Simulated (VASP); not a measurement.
# Ag (Fm-3m) in VASP: a series of runs, part 2 of 2

VASP 6.6.1. The steps go on from the part before.

## 3. Relaxation of the atoms, PBE (a relaxed cell with its volume scaled by 0.98)

Input file INCAR:

```
SYSTEM = Ag
PREC = Accurate
ENCUT = 300
EDIFF = 1E-7
ISMEAR = 1
SIGMA = 0.1
LREAL = .FALSE.
LASPH = .TRUE.
NELM = 80
ALGO = Normal
ISIF = 2
LWAVE = .FALSE.
LCHARG = .FALSE.
GGA = PE
IBRION = 2
NSW = 40
EDIFFG = -0.01
```

Input file KPOINTS:

```
regular mesh
0
G
  8 8 8
  0 0 0
```

Input file POSCAR:

```
Ag                                      
1.0
    0.0000000000      2.0620605822      2.0620605822
    2.0620605822      0.0000000000      2.0620605822
    2.0620605822      2.0620605822      0.0000000000
  Ag            
     1
Direct
     1.0000000000000000    0.0000000000000000    1.0000000000000000
```

Potentials or basis: VASP PAW PBE potentials, release 64 (Ag).

Launch:

```bash
$ cat potpaw_PBE.64/Ag/POTCAR > POTCAR
$ mpirun -np 1 vasp_std > vasp.out
```

OUTCAR:

```text
SYSTEM = Ag
   PREC = Accurate
   ENCUT = 300
   EDIFF = 1E-7
   ISMEAR = 1
   LREAL = .FALSE.
   LASPH = .TRUE.
   NELM = 80
   ISIF = 2
   GGA = PE
   IBRION = 2
   NSW = 40
   EDIFFG = -0.01

 ion  position               nearest neighbor table
   1  0.000  0.000  0.000-

  LATTYP: Found a face centered cubic cell.
 ALAT       =     4.1241211644

  Lattice vectors:

 A1 = (   0.0000000000,   2.0620605822,   2.0620605822)
 A2 = (   2.0620605822,   0.0000000000,   2.0620605822)
 A3 = (   2.0620605822,   2.0620605822,   0.0000000000)

Analysis of symmetry for initial positions (statically):
=====================================================================
 Subroutine PRICEL returns:
 Original cell was already a primitive cell.

 Routine SETGRP: Setting up the symmetry group for a
 face centered cubic supercell.

 Subroutine GETGRP returns: Found 48 space group operations
 (whereof 48 operations were pure point group operations)
 out of a pool of 48 trial point group operations.

The static configuration has the point symmetry O_h .

Analysis of symmetry for dynamics (positions and initial velocities):
=====================================================================
 Subroutine PRICEL returns:
 Original cell was already a primitive cell.

 Routine SETGRP: Setting up the symmetry group for a
 face centered cubic supercell.

 Subroutine GETGRP returns: Found 48 space group operations
 (whereof 48 operations were pure point group operations)
 out of a pool of 48 trial point group operations.

The dynamic configuration has the point symmetry O_h .

 Subroutine INISYM returns: Found 48 space group operations
 (whereof 48 operations are pure point group operations),
 and found     1 'primitive' translations

----------------------------------------------------------------------------------------

                                     Primitive cell

  volume of cell :      17.5362

  direct lattice vectors                    reciprocal lattice vectors
     0.000000000  2.062060582  2.062060582    -0.242475902  0.242475902  0.242475902
     2.062060582  0.000000000  2.062060582     0.242475902 -0.242475902  0.242475902
     2.062060582  2.062060582  0.000000000     0.242475902  0.242475902 -0.242475902

  length of vectors
     2.916194042  2.916194042  2.916194042     0.419980582  0.419980582  0.419980582

  position of ions in fractional coordinates (direct lattice)
     0.000000000  0.000000000  0.000000000

  ion indices of the primitive-cell ions
   primitive index   ion index
                 1           1

----------------------------------------------------------------------------------------

 KPOINTS: regular mesh

Automatic generation of k-mesh.
 Grid dimensions read from file:
 generate k-points for:    8    8    8

 Generating k-lattice:

  Cartesian coordinates                     Fractional coordinates (reciprocal lattice)
    -0.030309488  0.030309488  0.030309488     0.125000000  0.000000000  0.000000000
     0.030309488 -0.030309488  0.030309488     0.000000000  0.125000000  0.000000000
     0.030309488  0.030309488 -0.030309488     0.000000000  0.000000000  0.125000000

  Length of vectors
     0.052497573  0.052497573  0.052497573

  Shift w.r.t. Gamma in fractional coordinates (k-lattice)
     0.000000000  0.000000000  0.000000000

 Subroutine IBZKPT returns following result:
 ===========================================

 Found     29 irreducible k-points:

 Following reciprocal coordinates:
            Coordinates               Weight
  0.000000  0.000000  0.000000      1.000000
  0.125000  0.000000  0.000000      8.000000
  0.250000  0.000000  0.000000      8.000000
  0.375000  0.000000  0.000000      8.000000
  0.500000  0.000000  0.000000      4.000000
  0.125000  0.125000  0.000000      6.000000
[... 16 lines left out ...]
  0.500000  0.250000  0.125000     48.000000
 -0.375000  0.250000  0.125000     24.000000
 [... further k-points ...]
   k-points           NKPTS =     29   k-points in BZ     NKDIM =     29   number of bands    NBANDS=      9
   number of dos      NEDOS =    301   number of ions     NIONS =      1
   total plane-waves  NPLWV =   4096
   dimension x,y,z NGX =    16 NGY =   16 NGZ =   16
   dimension x,y,z NGXF=    32 NGYF=   32 NGZF=   32
   ions per type =               1
   NGX,Y,Z   is equivalent  to a cutoff of   9.12,  9.12,  9.12 a.u.
   NGXF,Y,Z  is equivalent  to a cutoff of  18.24, 18.24, 18.24 a.u.
 SYSTEM =  Ag
   PREC   = accura    normal or accurate (medium, high low for compatibility)
   ISTART =      0    job   : 0-new  1-cont  2-samecut
   ICHARG =      2    charge: 1-file 2-atom 10-const
   ISPIN  =      1    spin polarized calculation?
   LNONCOLLINEAR =      F non collinear calculations
   LSORBIT =      F    spin-orbit coupling
   LASPH  =      T    aspherical Exc in radial PAW
   ENCUT  =  300.0 eV  22.05 Ry    4.70 a.u.   4.12  4.12  4.12*2*pi/ulx,y,z
   NELM   =     80;   NELMIN=  2; NELMDL= -5     # of ELM steps
   EDIFF  = 0.1E-06   stopping-criterion for ELM
   LREAL  =      F    real-space projection
   EDIFFG = -.1E-01   stopping-criterion for IOM
   NSW    =     40    number of steps for IOM
   IBRION =      2    ionic relax: 0-MD 1-quasi-New 2-CG
   NFREE  =      1    steps in history (QN), initial steepest desc. (CG)
   ISIF   =      2    stress and relaxation
   ISYM   =      2    0-nonsym 1-usesym 2-fastsym
   POTIM  = 0.5000    time-step for ionic-motion
   TEBEG  =    0.0;   TEEND  =   0.0 temperature during run
   PSTRESS=    0.0 pullay stress
   NELECT =      11.0000    total number of electrons
   NUPDOWN=      -1.0000    fix difference up-down
   EMIN   =  10.00;   EMAX   =-10.00  energy-range for DOS
   EFERMI =   0.00;   METHOD = LEGACY
   ISMEAR =     1;   SIGMA  =   0.10  broadening in eV -4-tet -1-fermi 0-gaus
   EFERMI_NEDOS =   21; number of points for ismear=-14 and -15
   IALGO  =     38    algorithm
   IMIX   =      4    mixing-type and parameters
     AMIX     =   0.40;   BMIX     =  1.00
     AMIX_MAG =   1.60;   BMIX_MAG =  1.00
  volume/ion in A,a.u.               =      17.54       118.34
  Fermi-wavevector in a.u.,A,eV,Ry     =   1.401396  2.648255 26.720640  1.963912
  Thomas-Fermi vector in A             =   2.524262
   LORBIT       =      0    0 simple, 1 ext, 2 COOP (PROOUT), +10 PAW based schemes
   GGA     = PE    functional components
   LHFCALC =     F    Hartree Fock is set to
   AEXX    =    0.0000 exact exchange contribution
   IVDW    =     0    specifies the selected vdW correction
   LEPSILON=     F    determine dielectric tensor
   LRPA    =     F    only Hartree local field effects (RPA)
 conjugate gradient relaxation of ions
 non-spin polarized calculation
 Methfessel and Paxton  Order N= 1 SIGMA  =   0.10
  energy-cutoff  :      300.00
  volume of cell :       17.54
 maximum number of plane-waves:       212
   NGX =  9   NGY =  9   NGZ =  9

 number of electron      11.0000014 magnetization

 Free energy of the ion-electron system (eV)
  ---------------------------------------------------
  ext. energy  EPLUGINS =         0.00000000
  ---------------------------------------------------
  free energy    TOTEN  =        -2.69564449 eV

  energy without entropy =       -2.69455544  energy(sigma->0) =       -2.69528148

 E-fermi :   7.8132     XC(G=0): -12.0424

 val. band max:        7.7663240660   @ k =   0.5000   0.2500   0.1250
 cond. band min:       8.2581107134   @ k =   0.5000   0.3750   0.1250
 fundamental gap:      0.4917866473
 Fermi energy:         7.8131975179

 k-point     1 :       0.0000    0.0000    0.0000
  band No.  band energies     occupation
      1       0.4803      2.00000
      2       3.3573      2.00000
      3       3.3573      2.00000
      4       3.3573      2.00000
      5       4.3422      2.00000
      6       4.3422      2.00000
      7      24.0127      0.00000
      8      27.4196      0.00000
      9      27.4196      0.00000
[... 265 lines left out ...]
 k-point    24 :      -0.3750    0.2500    0.1250
  band No.  band energies     occupation
      1       2.4707      2.00000
      2       2.9317      2.00000
      3       3.7796      2.00000
      4       3.9320      2.00000
      5       5.0283      2.00000
      6      10.3125      0.00000
      7      11.8607      0.00000
      8      20.2164      0.00000
      9      20.4383      0.00000

 [... further k-points ...]

------------------------ aborting loop because EDIFF is reached ----------------------------------------

  FORCE on cell =-STRESS in cart. coord.  units (eV):
  Direction    XX          YY          ZZ          XY          YZ          ZX
  --------------------------------------------------------------------------------------
  -------------------------------------------------------------------------------------
  Total        0.2057138      0.2057138      0.2057138      0.0000000      0.0000000     -0.0000000
  in kB       18.7948886     18.7948886     18.7948886      0.0000000      0.0000000     -0.0000000
  external PRESSURE =      18.7948886 kB  Pullay stress =       0.0000000 kB

 VOLUME and BASIS-vectors are now :
 -----------------------------------------------------------------------------
  energy-cutoff  :      300.00
  volume of cell :       17.54
      direct lattice vectors                 reciprocal lattice vectors
     0.000000000  2.062060582  2.062060582    -0.242475902  0.242475902  0.242475902
     2.062060582  0.000000000  2.062060582     0.242475902 -0.242475902  0.242475902
     2.062060582  2.062060582  0.000000000     0.242475902  0.242475902 -0.242475902

 POSITION                                       TOTAL-FORCE (eV/Angst)
 -----------------------------------------------------------------------------------
      0.00000      0.00000      0.00000         0.000000      0.000000     -0.000000
 -----------------------------------------------------------------------------------
    total drift:                                0.000000      0.000000     -0.000000

  FREE ENERGIE OF THE ION-ELECTRON SYSTEM (eV)
  ---------------------------------------------------
  free  energy   TOTEN  =        -2.6956444945 eV

  energy  without entropy=       -2.6945554372  energy(sigma->0) =       -2.69528148

 reached required accuracy - stopping structural energy minimisation
```

OSZICAR:

```text
N       E                     dE             d eps       ncg     rms          rms(c)
DAV:   1     0.213375961651E+02    0.21338E+02   -0.42186E+03   642   0.680E+02
DAV:   2    -0.280620841462E+01   -0.24144E+02   -0.22512E+02   544   0.141E+02
DAV:   3    -0.293347296651E+01   -0.12726E+00   -0.12726E+00   640   0.124E+01
DAV:   4    -0.293372929079E+01   -0.25632E-03   -0.25632E-03   582   0.496E-01
DAV:   5    -0.293373100244E+01   -0.17117E-05   -0.17117E-05   609   0.352E-02    0.490E+00
DAV:   6    -0.270629867775E+01    0.22743E+00   -0.10903E+00   530   0.112E+01    0.327E+00
DAV:   7    -0.269845417568E+01    0.78445E-02   -0.88352E-03   563   0.970E-01    0.184E+00
DAV:   8    -0.269563044253E+01    0.28237E-02   -0.55223E-04   568   0.198E-01    0.657E-02
DAV:   9    -0.269563955716E+01   -0.91146E-05   -0.10470E-05   597   0.317E-02    0.131E-02
DAV:  10    -0.269564479035E+01   -0.52332E-05   -0.31758E-06   565   0.191E-02    0.375E-03
DAV:  11    -0.269564453559E+01    0.25476E-06   -0.13988E-07   414   0.406E-03    0.380E-04
DAV:  12    -0.269564449450E+01    0.41093E-07   -0.60053E-09   289   0.842E-04
   1 F= -.26956445E+01 E0= -.26952815E+01  d E =-.269564E+01
```

Run time: 2.4 s. Hardware: 1 thread of Intel Xeon Platinum 8488C (Sapphire Rapids), shared host; peak memory 0.11 GiB.

Results:

| Item | Value |
| --- | --- |
| Free energy | -2.6956 eV |
| Pressure after relaxing | 1.9 GPa |
| Band gap on the k mesh | none (metal or under the smearing width) |

Final structure:
```xyz
1
Lattice="0.0000 2.0621 2.0621 2.0621 0.0000 2.0621 2.0621 2.0621 0.0000" Properties=species:S:1:pos:R:3 pbc="T T T"
Ag    0.0000    0.0000    0.0000
```

Levels at points of the mesh, in eV from the Fermi level:
```
           k point  band 2  band 3  band 4  band 5  band 6  band 7  band 8  band 9
(0.00, 0.00, 0.00)   -4.46   -4.46   -4.46   -3.47   -3.47   16.20   19.61   19.61
(0.50, 0.00, 0.00)   -4.48   -4.48   -2.71   -2.71   -0.09    3.69   15.43   17.81
(0.50, 0.50, 0.00)   -5.88   -2.74   -2.52   -2.52    1.87    6.76   10.75   10.75
```

Caveat: the cutoff is under 1.25 times the usual one of these potentials, so pressure, stress and relaxed cells hold a basis-set (Pulay) error; the relaxation stopped at its first step, so nothing moved.

## 4. Relaxation of the atoms, PBE

INCAR is that of step 3.

KPOINTS is that of step 3.

Input file POSCAR:

```
Ag                                      
1.0
    0.0000000000      2.0759938466      2.0759938466
    2.0759938466      0.0000000000      2.0759938466
    2.0759938466      2.0759938466      0.0000000000
  Ag            
     1
Direct
     1.0000000000000000    0.0000000000000000    1.0000000000000000
```

Launch:

```bash
$ cat potpaw_PBE.64/Ag/POTCAR > POTCAR
$ mpirun -np 1 vasp_std > vasp.out
```

Run time: 2.9 s. Hardware: 1 thread of Intel Xeon Platinum 8488C (Sapphire Rapids), shared host; peak memory 0.11 GiB.

It converged, with:

| Quantity | Value |
| --- | --- |
| Free energy | -2.6984 eV |
| Pressure after relaxing | 0.0 GPa |
| Band gap on the k mesh | none (metal or under the smearing width) |

Final structure:
```
CELL_PARAMETERS angstrom
0.00000 2.07599 2.07599
2.07599 0.00000 2.07599
2.07599 2.07599 0.00000
ATOMIC_POSITIONS crystal
Ag 0.00000 0.00000 0.00000
```

Levels at points of the mesh, in eV from the Fermi level:
```csv
k point,band 3,band 4,band 5,band 6,band 7,band 8,band 9
"(0.00, 0.00, 0.00)",-4.38,-4.38,-3.43,-3.43,16.16,19.44,19.44
"(0.50, 0.00, 0.00)",-4.40,-2.70,-2.70,-0.03,3.59,15.38,17.61
"(0.50, 0.50, 0.00)",-2.73,-2.51,-2.51,1.89,6.61,10.66,10.66
```

Caveat: the cutoff is under 1.25 times the usual one of these potentials, so pressure, stress and relaxed cells hold a basis-set (Pulay) error; the relaxation stopped at its first step, so nothing moved.

## 5. Relaxation of the atoms, PBE (a relaxed cell with its volume scaled by 1.02)

INCAR is that of step 4.

KPOINTS is that of step 4.

Input file POSCAR:

```
Ag                                      
1.0
    0.0000000000      2.0897425509      2.0897425509
    2.0897425509      0.0000000000      2.0897425509
    2.0897425509      2.0897425509      0.0000000000
  Ag            
     1
Direct
     1.0000000000000000    0.0000000000000000    1.0000000000000000
```

Launch:

```bash
$ cat potpaw_PBE.64/Ag/POTCAR > POTCAR
$ mpirun -np 1 vasp_std > vasp.out
```

Wall time 2.6 s (1 thread of Intel Xeon Platinum 8488C (Sapphire Rapids), shared host); peak memory 0.11 GiB.

It converged, with:

| Property | Result |
| --- | --- |
| Free energy | -2.6974 eV |
| Pressure after relaxing | -1.5 GPa |
| Band gap on the k mesh | none (metal or under the smearing width) |

Final structure:
```xyz
1
Lattice="0.0000 2.0897 2.0897 2.0897 0.0000 2.0897 2.0897 2.0897 0.0000" Properties=species:S:1:pos:R:3 pbc="T T T"
Ag    0.0000    0.0000    0.0000
```

Levels at points of the mesh, in eV from the Fermi level:
```csv
k point,band 4,band 5,band 6,band 7,band 8,band 9
"(0.00, 0.00, 0.00)",-4.31,-3.39,-3.39,16.11,19.28,19.28
"(0.50, 0.00, 0.00)",-2.68,-2.68,0.02,3.49,15.33,17.40
"(0.50, 0.50, 0.00)",-2.50,-2.50,1.91,6.47,10.56,10.56
```

Caveat: the cutoff is under 1.25 times the usual one of these potentials, so pressure, stress and relaxed cells hold a basis-set (Pulay) error; the relaxation stopped at its first step, so nothing moved.

## 6. The runs side by side

```tsv
cell	gap on the mesh (eV)	pressure (GPa)
atoms relaxed from: a relaxed cell with its volume scaled by 0.96	none	4.1
atoms relaxed from: a relaxed cell with its volume scaled by 0.98	none	1.9
atoms relaxed	none	0.0
atoms relaxed from: a relaxed cell with its volume scaled by 1.02	none	-1.5
```

Alike in all rows: task relaxation of the atoms; level PBE; potentials or basis VASP PAW PBE potentials, release 64 (Ag); no spin polarisation; k mesh 8 × 8 × 8; cutoff (eV) 300; smearing methfessel-paxton 0.1 eV.

Caveats: the cutoff is under 1.25 times the usual one of these potentials, so pressure, stress and relaxed cells hold a basis-set (Pulay) error; the relaxation stopped at its first step, so nothing moved.

Total energies depend on the potentials used, so only differences within one code and one set of settings carry meaning.
